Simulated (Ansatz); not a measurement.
**Ga-69 nuclear quadrupole resonance in GaS at a changed volume**

Cell: a structure deposited in the COD, relaxed with PBE at fixed cell and then changed (volume scaled by 1.04, ions relaxed).

Space group P6_3/mmc (No. 194); a = 3.6322, c = 15.7040 Å, γ = 120.00°.

```
site  Wyckoff  site symmetry       x       y       z
  Ga       4f            3m.  0.3333  0.6667  0.1718
   S       4f            3m.  0.3333  0.6667  0.6035
```

One atom of each set is listed.

All values are calculated (Ansatz; DFT, PBE, plane waves and PAW, scalar-relativistic, 420 eV cutoff, Γ-centred 14×14×3 k-points, Fermi–Dirac smearing 0.02 eV), not measured.

Ga-69: I = 3/2, Q = 171.0 mb (year-2017 value). Static lattice, zero field.

(1) Predict the zero-field Ga-69 lines of each site.

(2) And for ⁷¹Ga (I = 3/2, Q = 107.0 mb) on Ga?

Results:

(1) For I = 3/2 there is one line, ν = (|C_Q|/2)(1 + η²/3)^½.

```csv
site,atoms,V_zz (10²¹ V/m²),C_Q (MHz),η,line frequencies (MHz)
Ga,4,-7.66,-31.7,0.00,15.8
```

(2) C_Q scales with Q to -19.8 MHz, with lines at 9.91 MHz.

An axis of threefold or higher order runs through Ga, so V_zz lies along it and η is zero.

The relaxation (3 steps) took 42 s of wall time (42 s of CPU time) and 0.69 GiB at its peak, on 1 thread of Intel Xeon 6975P-C (Granite Rapids) (x86_64; 16 cores open to the job, memory cap 3.0 GiB, no GPU), a shared host with a load of 0.6 a core.
